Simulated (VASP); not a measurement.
Wanted: the native input for a VASP 6.6.1 run.

- Task: relaxation of cell and atoms
- Functional: PBEsol
- Potentials or basis: VASP PAW PBE potentials, release 64 (Cd, Se)
- Cutoff: 600 eV
- k mesh: 10 × 10 × 10
- Occupations: gaussian, width 0.02 eV
- Spin: no spin polarisation
- Further INCAR settings: ALGO = Normal; EDIFF = 1e-07; IBRION = 2; EDIFFG = -0.005; NSW = 90; ISIF = 3

The structure of CdSe lies in POSCAR:

```
CdSe
1.0
    0.0000000000      3.0702712000      3.0702712000
    3.0702712000      0.0000000000      3.0702712000
    3.0702712000      3.0702712000      0.0000000000
Cd Se
1 1
Direct
    0.0000000000      0.0000000000      0.0000000000
    0.2500000000      0.2500000000      0.2500000000
```

Measurements of this composition are mostly on another form, of space group No. 186.

One way to write it, as run:

INCAR

```
PREC = Accurate
ENCUT = 600
EDIFF = 1E-7
ISMEAR = 0
SIGMA = 0.02
LREAL = F
LASPH = T
NELM = 80
ALGO = Normal
ISIF = 3
LWAVE = F
LCHARG = F
GGA = PS
IBRION = 2
NSW = 90
EDIFFG = -0.005
```

KPOINTS

```
regular mesh
0
Gamma
  10 10 10
```

Potentials or basis: VASP PAW PBE potentials, release 64 (Cd, Se).

The run is started by

```console
$ cat potpaw_PBE.64/Cd/POTCAR potpaw_PBE.64/Se/POTCAR > POTCAR
$ mpirun -np 1 vasp_std > vasp.out
```

It gave:

```yaml
Relaxed_volume: 28.27 Å³/atom
Relaxed_cell: a = 4.308 Å, b = 4.308 Å, c = 4.308 Å, α = 60.00°, β = 60.00°, γ = 60.00°
Space_group_after_relaxing_to_0.05_Å: F-43m (No. 216)
Energy_gained_by_relaxing: 2.5 meV/atom
Ionic_steps: 3
Pressure_after_relaxing: 0.0 GPa
Band_gap_on_the_k_mesh: 0.47 eV, direct
```

Caveat: the PAW data sets were made with another functional, which shifts forces and pressure a little.

It took 35 s on 1 thread of Intel(R) Xeon(R) 6975P-C (Granite Rapids), with other jobs on the host, peak memory 0.24 GiB.
